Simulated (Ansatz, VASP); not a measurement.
# ZrInSi (ZrInSi in the AlB2 type): VASP beside Ansatz, part 2 of 2

Aim: how closely do two programs agree when they are given the same cell, functional and k mesh? The cell is generated by rule, not measured, and may not be a known phase. The cell is taken from a series of runs on this material, whose earlier steps may have relaxed, scaled, displaced or heated it; both programs get it as it stands.

VASP 6.6.1 and Ansatz 0.2.0.

So far: Set-up; VASP: relaxation of cell and atoms, PBEsol.

**3. Ansatz: relaxation of cell and atoms, PBEsol**

Level of this step: Ansatz beside VASP: Kohn-Sham DFT, plane waves, PBEsol (Ansatz).

Ansatz runs on its default PAW (the set named soft_2) files.

The same cell, functional, mesh and smearing now go to Ansatz, which takes its cutoff from its data sets.

Contents of input.yaml:

```yaml
crystal:
  lattice:
    - [4.4019936265, 0.0, 0.0]
    - [-2.2009968133, 3.8122383079, 0.0]
    - [0.0, 0.0, 3.442024104]
  atoms:
    - { symbol: Zr, position: [0.0, 0.0, 0.0] }
    - { symbol: Si, position: [0.3333333333, 0.6666666667, 0.5] }
    - { symbol: In, position: [0.6666666667, 0.3333333333, 0.5] }
kpoints:
  mp_grid: { grid: [9, 9, 8] }
hamiltonian:
  xc: pbesol
scf:
  occupations: { method: gaussian, width: 0.1 }
output:
  forces: true
  stress: true
  eigenvalues: true
relax:
  adjacent_minimum: "off"
  f_tol: 0.005
  max_steps: 80
  cell: { stress_tol: 0.05 }
```

On the command line:

```bash
$ ansatz run input.yaml --threads 4 --pin off --max-ram 10240MiB --backend cpu --events-out ev --progress --plain --runs-dir out
```

Numbers of over 12 decimals in the logs are rounded to 6 here.

Log:

```text
Engine: ansatz 0.2.0, x86_64-unknown-linux-gnu
Pseudopotentials: kind: paw
Pseudopotential: Zr, paw, valence charge 12, recommended cutoff 420 eV (normal), Zr.paw.azcp
Pseudopotential: Si, paw, valence charge 4, recommended cutoff 420 eV (normal), Si.paw.azcp
Pseudopotential: In, paw, valence charge 13, recommended cutoff 420 eV (normal), In.paw.azcp
Functional definition: PBEsol
  exchange = pbesol_x
  correlation = pbesol_c
Crystal: 3 atoms, lattice volume = 57.762 Å³
Basis set: ecut = 420 eV, 1133 PW (Γ), exchange–correlation on 60×60×48 points (8 copies of the dense FFT grid, shifted against one another)
Bands: 19, of which v1, the nominal top of the filled ones, is band 15 counted from 1 (14 counted from 0)
Symmetry: 12 space group operations
Space group: P-6m2 (ITA 187), of the structure as read, at distance tolerance 3.9e-5 Å
k-points: 60 of 648 (time reversal used)
Non-local potential: Zr, projectors of the file, l = 0: 3, l = 1: 2, l = 2: 2, l = 3: 2
Non-local potential: Si, projectors of the file, l = 0: 2, l = 1: 2, l = 2: 2
Non-local potential: In, projectors of the file, l = 0: 2, l = 1: 2, l = 2: 2, l = 3: 2
PAW form: soft (Blöchl's): semilocal exchange-correlation on the pseudo side does not see the compensation charge
PAW frozen core: Zr, regenerated for the run's functional, and the local potential with it (the file was generated under x = pbe(κ = 0.804, μ = 0.219515), c = pbe(β = 0.066725))
PAW frozen core: Si, regenerated for the run's functional, and the local potential with it (the file was generated under x = pbe(κ = 0.804, μ = 0.219515), c = pbe(β = 0.066725))
PAW frozen core: In, regenerated for the run's functional, and the local potential with it (the file was generated under x = pbe(κ = 0.804, μ = 0.219515), c = pbe(β = 0.066725))
PAW one-centre angular grid: Zr, 590 points (default); XC on 64 Gauss nodes
PAW one-centre angular grid: Si, 110 points (default); XC on 64 Gauss nodes
PAW one-centre angular grid: In, 590 points (default); XC on 64 Gauss nodes
Initial density: superposition of atomic densities (neutral atoms: chi_scale 0, normalization atom), corrected by the library's trained network
Initial wavefunctions: pseudopotential atomic-orbital guess
Functional: x = pbesol(κ = 0.804, μ = 0.123457), c = pbesol(β = 0.046)
SCF iter   1: F=—  HF=-10275.619164 eV  |F-HF|=—  |Δ(HF+E_count)|=         —  Δρ=5.35e-3  dr2=1.48e-2  ethr=1.77e-3  ⟨swp⟩=5.2  Hψ=5873  notcnv=0
preconditioner: auto → none  [metal: Δε(μ)=0.014 eV  Ē_g=11.310 eV  σ=0.100 eV  W_gap=0.08  n_scr=8 (ndim 8)  ℏωp=22.4 eV  f_vac=0.000  D(μ)=2.79/eV (n_scr^D=26)  sad-step TF]
SCF iter   2: F=—  HF=-10275.615412 eV  |F-HF|=—  |Δ(HF+E_count)|=   3.75e-3  Δρ=2.79e-3  dr2=4.69e-3  ethr=5.10e-5  ⟨swp⟩=1.0  Hψ=1621  notcnv=0
SCF iter   3: F=—  HF=-10275.614285 eV  |F-HF|=—  |Δ(HF+E_count)|=   1.13e-3  Δρ=6.55e-4  dr2=2.80e-4  ethr=1.62e-5  ⟨swp⟩=2.5  Hψ=1687  notcnv=0
SCF iter   4: F=—  HF=-10275.614186 eV  |F-HF|=—  |Δ(HF+E_count)|=   9.90e-5  Δρ=1.38e-4  dr2=1.05e-5  ethr=9.65e-7  ⟨swp⟩=2.0  Hψ=1776  notcnv=0
SCF iter   5: F=—  HF=-10275.614185 eV  |F-HF|=—  |Δ(HF+E_count)|=   3.33e-7  Δρ=2.64e-5  dr2=2.58e-7  ethr=3.61e-8  ⟨swp⟩=2.6  Hψ=2015  notcnv=0
SCF iter   6: F=-10275.614185 eV  HF=-10275.614185 eV  |F-HF|=1.17e-9  |Δ(HF+E_count)|=   3.35e-9  Δρ=5.50e-6  dr2=9.76e-9  ethr=3.45e-10  ⟨swp⟩=5.6  Hψ=5202  notcnv=0
SCF 1 converged in 6 iterations: F = -10275.614185 eV  dr2 = 9.76e-9
  greatest PAW one-centre occupation: 0.996 electrons in one spin orbital (limit 2), on the Zr atom at site 0 (counted from 0), in its partial waves of l = 0
relax step   1: F+E_penalty+E_count = -10275.61418546 eV  Δ(F+E_penalty+E_count) = +0.000e0 eV  max|allowed force component| = 3.084e-18 eV/Å  Δτ_max = 0.0000 Å  P = -0.003 GPa  Ω = 57.762 Å³  (6 SCF iters, dr2 threshold 1.00e-7 eV, accepted)
Initial density: handed on by an earlier stage of this run
Initial wavefunctions: pseudopotential atomic-orbital guess (no wavefunctions were taken with the density)
iter 1 solved again at ethr=6.92e-9 eV; its pass at ethr=3.10e-3 eV (dr2=2.01e-6 eV) is discarded
SCF iter   1: F=—  HF=-10275.614186 eV  |F-HF|=—  |Δ(HF+E_count)|=         —  Δρ=5.50e-6  dr2=9.71e-9  ethr=6.92e-9  ⟨swp⟩=3.6  Hψ=9522  notcnv=0
preconditioner: auto → none  [metal: Δε(μ)=0.029 eV  Ē_g=11.351 eV  σ=0.100 eV  W_gap=0.16  n_scr=8 (ndim 8)  ℏωp=22.4 eV  f_vac=0.000  D(μ)=2.71/eV (n_scr^D=26)]
SCF iter   2: F=—  HF=-10275.614185 eV  |F-HF|=—  |Δ(HF+E_count)|=   5.96e-7  Δρ=2.15e-6  dr2=7.98e-10  ethr=3.35e-11  ⟨swp⟩=2.0  Hψ=1842  notcnv=0
SCF iter   3: F=—  HF=-10275.614185 eV  |F-HF|=—  |Δ(HF+E_count)|=  9.90e-10  Δρ=8.39e-7  dr2=1.62e-10  ethr=2.75e-12  ⟨swp⟩=2.8  Hψ=2087  notcnv=0
iter 4 did not close the SCF: its close was put off for the readings that it lacked (scf_convergence_deferred on its scf_iter line)
SCF iter   4: F=-10275.614185 eV  HF=-10275.614185 eV  |F-HF|=1.82e-12  |Δ(HF+E_count)|=  1.22e-10  Δρ=5.39e-8  dr2=1.89e-12  ethr=1.00e-12  ⟨swp⟩=2.7  Hψ=1724  notcnv=0
iter 5 did not close the SCF: its close was put off for the readings that it lacked (scf_convergence_deferred on its scf_iter line)
SCF iter   5: F=-10275.614185 eV  HF=-10275.614185 eV  |F-HF|=1.82e-12  |Δ(HF+E_count)|=    0.00e0  Δρ=1.53e-8  dr2=8.33e-14  ethr=1.00e-12  ⟨swp⟩=1.0  Hψ=1140  notcnv=0
iter 6 did not close the SCF: its close was put off for the readings that it lacked (scf_convergence_deferred on its scf_iter line)
SCF iter   6: F=-10275.614185 eV  HF=-10275.614185 eV  |F-HF|=0.00e0  |Δ(HF+E_count)|=  1.82e-12  Δρ=3.01e-9  dr2=4.17e-15  ethr=1.00e-12  ⟨swp⟩=1.0  Hψ=1140  notcnv=0
iter 7 did not close the SCF: its close was put off for the readings that it lacked (scf_convergence_deferred on its scf_iter line)
SCF iter   7: F=-10275.614185 eV  HF=-10275.614185 eV  |F-HF|=1.82e-12  |Δ(HF+E_count)|=  1.82e-12  Δρ=5.92e-10  dr2=1.43e-16  ethr=1.00e-12  ⟨swp⟩=1.0  Hψ=1140  notcnv=0
SCF iter   8: F=-10275.614185 eV  HF=-10275.614185 eV  |F-HF|=0.00e0  |Δ(HF+E_count)|=    0.00e0  Δρ=8.98e-11  dr2=2.66e-18  ethr=1.00e-12  ⟨swp⟩=2.0  Hψ=3195  notcnv=0
SCF 2 converged in 8 iterations: F = -10275.614185 eV  dr2 = 2.66e-18
relax step   2: F+E_penalty+E_count = -10275.61418547 eV  Δ(F+E_penalty+E_count) = -3.261e-9 eV  max|allowed force component| = 1.079e-17 eV/Å  Δτ_max = 0.0000 Å  P = -0.003 GPa  Ω = 57.762 Å³  stress off target by 1.67e-2 GPa  SCF on the basis re-selected at this cell (its energy is not comparable with the rows above)  (8 SCF iters)
basis re-selected at this cell: Δ(F+E_penalty+E_count) = -3.261e-9 eV, ΔP = -0.000 GPa vs the last step (what re-selecting the basis moved, of the pressure what is left beyond the Pulay correction that the steps carried, after the strain that the cell walked since its last selection, with what the two solves' SCF thresholds leave and, on support functions, any second-order correction that the steps lacked; it is no m [...]
SCF converged after 8 iterations
Free energy (F): -10275.614185 eV
Harris-Foulkes:  -10275.614185 eV  (|F-HF|=0.00e0)
Internal energy: -10275.600644 eV  (E = F + TS)
E sigma→0 (E₀):  -10275.607415 eV
Entropy (-TS):   -0.013541 eV (-4.514 meV/atom)
Fermi energy:    13.665499 eV
--- Per-component energies (eV) ---
  E_band       = -70.044809
  E_kinetic    = 620.292725
  E_local      = -1745.045968  (includes V_loc(G=0)·N_el)
  E_nonlocal   = 475.340344
  E_hartree    = 653.125559
  E_xc         = -430.843889
  E_vxc        = -340.118994  (∫ρ·V_xc dr)
  E_paw        = -7482.936609  (= ΣΔE_a)
  E_vpaw       = -386.764090  (= ΣTr[D̂ρ^β])
  E_aug_tail   = 0.000056  (compensation charges beyond the density's cutoff)
  E_ewald      = -2365.966045
  E_core_change = 0.433184  (= ΣΔE_core)
  E_smearing   = -0.013541  (= −TS)
  E_closure    = 0.000000  (closes the sum)
  Σ components = -10275.614185   (vs F -10275.614185, Δ=0.00e0)
--- Forces (eV/Å), atoms counted from 1 ---
  atom   1  Zr    -0.00000000     0.00000000     0.00000000
  atom   2  Si     0.00000000     0.00000000     0.00000000
  atom   3  In     0.00000000     0.00000000     0.00000000
  max |Σ_I F_I| component: 1.97e-17 eV/Å
--- Stress (GPa, compression-positive) ---
        0.003156       0.000000       0.000000
        0.000000       0.003156       0.000000
        0.000000       0.000000      -0.016744
  P = ⅓ Tr σ = -0.0035 GPa (-0.035 kbar)
--- Band table (eV; the first three rows and the last of 60) ---
  k-point 0: bands = [... 11 lower, 10.0120, 11.5845, 12.1922, 14.1821, 14.8528, 14.8528, 15.0660, 15.0660]
  k-point 1: bands = [... 11 lower, 10.2037, 11.5020, 12.0172, 13.6441, 13.6441, 13.8397, 16.4724, 16.4724]
  k-point 2: bands = [... 11 lower, 10.7640, 10.7640, 12.5560, 12.6412, 12.6412, 14.4660, 15.8164, 15.8164]
  k-point 59: bands = [... 11 lower, 9.7346, 9.9244, 10.5516, 14.0367, 14.8429, 15.4427, 15.6506, 15.9209]
--- Relaxed structure (1 steps of the walk, 1 accepted, 1 SCFs on fresh bases) ---
  F+E_penalty+E_count = -10275.61418547 eV   max|allowed force component| = 1.079e-17 eV/Å   (the final SCF, on the basis selected at the relaxed cell)
  cell:  # Å, volume = 57.7622 Å³
    - [4.401994, 2.8867488914962173e-11, 0.0]
    - [-2.200997, 3.812238, 0.0]
    - [0.0, 0.0, 3.442024104]
  atoms:
    - { symbol: Zr, position: [0.0, 0.0, 0.0] }
    - { symbol: Si, position: [0.333333, 0.666667, 0.500000] }
    - { symbol: In, position: [0.666667, 0.333333, 0.500000] }
```

**4. Side by side**

Known differences besides the potentials themselves: the cutoff is 420 eV in Ansatz and 500 eV in VASP; Ansatz makes its cores anew for this functional, VASP keeps those of its PBE data sets; Ansatz adds a Pulay correction to the stress that steers its cell, VASP none. Total energies have different zeros and are not compared.

Both answers:

| quantity | Ansatz | VASP | difference |
| --- | --- | --- | --- |
| volume (Å³) | 57.76 | 57.80 | -0.06 % |
| edge a after relaxation, in the typed setting (Å) | 4.402 | 4.403 | -0.02 % |
| edge c after relaxation, in the typed setting (Å) | 3.442 | 3.443 | -0.02 % |

**5. VASP: zone-centre phonons, PBEsol**

Second derivatives magnify differences that forces hide, and they need a tight electronic threshold.

Contents of INCAR:

```
SYSTEM = ZrInSi
PREC = Accurate
ENCUT = 500
EDIFF = 1E-08
NELM = 120
ISMEAR = 1
SIGMA = 0.2
LREAL = .FALSE.
ALGO = Normal
GGA = PS
NBANDS = 20
LASPH = .TRUE.
LORBIT = 11
LWAVE = .FALSE.
LCHARG = .FALSE.
ISIF = 2
IBRION = 8
GGA_COMPAT = .FALSE.
KPAR = 2
```

Contents of POSCAR:

```
ZrInSi
1.0
    4.4017372507      0.0000000000      0.0000000000
   -2.2008686254      3.8120162798      0.0000000000
    0.0000000000      0.0000000000      3.4415690995
Zr Si In
1 1 1
Direct
    0.0000000000      0.0000000000      0.0000000000
    0.3333333333      0.6666666667      0.5000000000
    0.6666666667      0.3333333333      0.5000000000
```

Contents of KPOINTS:

```
Automatic mesh
0
Gamma
4 4 4
0 0 0
```

Potentials, in the order of the species: Zr_sv, Si and In_d (PBE family, release 64).

On the command line:

```bash
$ mpirun -np 2 vasp_std
```

Log:

```text
[banner, memory and clock lines left out]
running    2 mpi-ranks, on    1 nodes
[...]
[... a notice as in an earlier step ...]

 LDA part: xc-table for (Slater+PW92), standard interpolation
 POSCAR, INCAR and KPOINTS ok, starting setup
[...]
entering main loop
       N       E                     dE             d eps       ncg     rms          rms(c)
DAV:   1     0.273443288664E+03    0.27344E+03   -0.14223E+04   480   0.168E+03
DAV:   2     0.417402884846E+01   -0.26927E+03   -0.26040E+03   500   0.439E+02
DAV:   3    -0.175032179576E+02   -0.21677E+02   -0.20947E+02   552   0.127E+02
DAV:   4    -0.190050034790E+02   -0.15018E+01   -0.14274E+01   860   0.255E+01
[...]
DAV:  14    -0.179137967864E+02   -0.47653E-07   -0.37533E-08   544   0.140E-03    0.892E-04
DAV:  15    -0.179137967523E+02    0.34118E-07   -0.77645E-09   336   0.730E-04    0.211E-04
DAV:  16    -0.179137967500E+02    0.22810E-08   -0.19085E-09   320   0.478E-04
   1 F= -.17913797E+02 E0= -.17918805E+02  d E =0.150250E-01
[...]
RMM:  25    -0.239562880400E+00    0.85602E-07   -0.59844E-08  3040   0.315E-05    0.974E-06
RMM:  26    -0.239562857859E+00    0.22542E-07    0.22225E-08  2938   0.229E-05    0.782E-06
RMM:  27    -0.239562858683E+00   -0.82416E-09   -0.41009E-08  2568   0.197E-05    0.733E-06
 first order change of Fermi-energy  -0.15233E-04
 force on displaced ion       3 direction 1 : -12.309  -0.002   0.000
 Linear response progress:
  Degree of freedom:   6/  6
       N       E                     dE             d eps       ncg     rms          rms(c)
RMM:   1    -0.229311075138E+00   -0.22931E+00    0.44766E-02   691   0.556E+00
RMM:   2    -0.231358238631E+00   -0.20472E-02   -0.21309E-02   829   0.930E-01    0.584E-02
RMM:   3    -0.231603808899E+00   -0.24557E-03   -0.20861E-03   919   0.268E-01    0.339E-02
RMM:   4    -0.231689005124E+00   -0.85196E-04   -0.22577E-04  1040   0.922E-02    0.198E-02
[...]
RMM:  15    -0.231806190645E+00    0.10257E-06    0.17102E-07  1220   0.214E-04    0.187E-05
RMM:  16    -0.231806229306E+00   -0.38661E-07    0.12588E-07  1223   0.152E-04    0.244E-05
RMM:  17    -0.231806231142E+00   -0.18363E-08    0.82445E-08  1255   0.113E-04    0.312E-05
 first order change of Fermi-energy  -0.64168E-04
 force on displaced ion       3 direction 3 :  -0.000  -0.000  -2.757
 Linear response finished
```

OUTCAR, selected parts (step 5):

```text
  Total       -0.1085762     -0.1085762      0.5476755      0.0000000     -0.0000000      0.0000000
  in kB       -3.0123806     -3.0123806     15.1949246      0.0000000     -0.0000000      0.0000000
  external PRESSURE =       3.0567211 kB  Pullay stress =       0.0000000 kB

 POSITION                                       TOTAL-FORCE (eV/Angst)
 -----------------------------------------------------------------------------------
      0.00000      0.00000      0.00000         0.000000     -0.000000      0.000000
     -0.00000      2.54134      1.72078         0.000000     -0.000000      0.000000
      2.20087      1.27067      1.72078        -0.000000      0.000000      0.000000
 -----------------------------------------------------------------------------------
    total drift:                               -0.000000      0.000000      0.000000

[... 2 further parts left out ...]
```

The k-mesh is coarse for a metal.

**6. Ansatz: zone-centre phonons, PBEsol**

The same cell, functional, mesh and smearing now go to Ansatz, which takes its cutoff from its data sets.

The cell is taken from a series of runs on this material, whose earlier steps may have relaxed, scaled, displaced or heated it; both programs get it as it stands.

Contents of input.yaml:

```yaml
crystal:
  lattice:
    - [4.4017372507, 0.0, 0.0]
    - [-2.2008686254, 3.8120162798, 0.0]
    - [0.0, 0.0, 3.4415690995]
  atoms:
    - { symbol: Zr, position: [0.0, 0.0, 0.0] }
    - { symbol: Si, position: [0.3333333333, 0.6666666667, 0.5] }
    - { symbol: In, position: [0.6666666667, 0.3333333333, 0.5] }
kpoints:
  mp_grid: { grid: [4, 4, 4] }
hamiltonian:
  xc: pbesol
scf:
  occupations: { method: methfessel_paxton, width: 0.2 }
output:
  eigenvalues: true
phonons:
  method: dfpt
  qmesh: [2, 2, 2]
  temperatures: { t_max: 1000, t_step: 50 }
  qpath:
    path:
      - [[0.0, 0.0, 0.0], [0.5, 0.0, 0.0], [0.33333333, 0.33333333, 0.0], [0.0, 0.0, 0.0], [0.0, 0.0, 0.5], [0.5, 0.0, 0.5], [0.33333333, 0.33333333, 0.5], [0.0, 0.0, 0.5]]
      - [[0.5, 0.0, 0.5], [0.5, 0.0, 0.0]]
      - [[0.33333333, 0.33333333, 0.5], [0.33333333, 0.33333333, 0.0]]
    npoints: 10
```

On the command line:

```bash
$ ansatz run input.yaml --threads 4 --pin off --max-ram 10240MiB --backend cpu --events-out ev --progress --plain --runs-dir out
```

Log:

```text
[...]
Crystal: 3 atoms, lattice volume = 57.748 Å³
Basis set: ecut = 420 eV, 1133 PW (Γ), exchange–correlation on 60×60×48 points (8 copies of the dense FFT grid, shifted against one another)
Bands: 19, of which v1, the nominal top of the filled ones, is band 15 counted from 1 (14 counted from 0)
Symmetry: 12 space group operations
k-points: 12 of 64 (time reversal used)
[...]
largest difference from the sums on the solved wave vectors: F 4.14e-2 eV, S 5.14e-5 and C_V 1.03e-5 eV/K
  zero-point energy: 0.079639 eV/cell   skipped modes (ω ≤ 0): 388, of them read as no rigid motion or as one in doubt: 385 (1.383e0 modes/cell left out, lowest -97.04 cm⁻¹)   left out of the sums: 1.54e-1 of the cell's modes: C_V's classical limit lies that fraction below 3 k_B per atom; for a crystal, a wire or a layer, F and S can be off by more, and a phonons.interpolated_qmesh denser along its periods is the remedy for the sampling
[key lines of the parts left out:]
SCF converged after 8 iterations
Free energy (F): -10275.636700 eV
Fermi energy:    13.633605 eV
```

**7. Side by side**

What differs besides the data sets and the points named for the pairs above, as far as they apply: VASP's run holds the zone centre alone. Total energies have different zeros and are not compared.

Compared:

| quantity | Ansatz | VASP | difference |
| --- | --- | --- | --- |
| optical mode 1 (cm⁻¹) | 58.7 | 59.6 | -1.57 % |
| optical mode 2 to 3 (cm⁻¹) | 145.2 | 146.2 | -0.69 % |
| optical mode 4 (cm⁻¹) | 191.0 | 191.4 | -0.22 % |
| optical mode 5 to 6 (cm⁻¹) | 329.7 | 329.4 | +0.09 % |

Modes are paired by rising frequency, not by their patterns, so a pair may set unlike modes beside each other; they are those without the splitting of longitudinal modes.

**8. Outcome**

```
difference in volume (relaxation of cell and atoms, PBEsol)                                                          : -0.063 %
r.m.s. difference of the optical zone-centre modes, each program's sorted by frequency (zone-centre phonons, PBEsol) : 0.74 cm⁻¹
difference in optical mode 1 (zone-centre phonons, PBEsol)                                                           : -1.6 %
```

In words: The difference in volume is -0.063 % (relaxation of cell and atoms, PBEsol), within the 1.2 % picked in this series as the mark of a large difference, as far as the stopping tolerances let one tell. Among the rows given in per cent, the largest difference of the zone-centre phonons, PBEsol pair is in optical mode 1, -1.6 %. 1 further run of this series is not shown here. How closely two codes agree says nothing of how well the functional describes the real material.

[Lines on the potential files, build, host, timing and source positions are cut from VASP's logs without a mark.]

[Logs are printed without paths, hosts, clocks, repeated set-up lines and the standing remarks that a program may print on its own settings, such as how far it seeks lower states.]

[Hosts, paths, dates, database ids (printed as entryN), source tags and the programs' standing remarks are cut or masked in the printed files.]
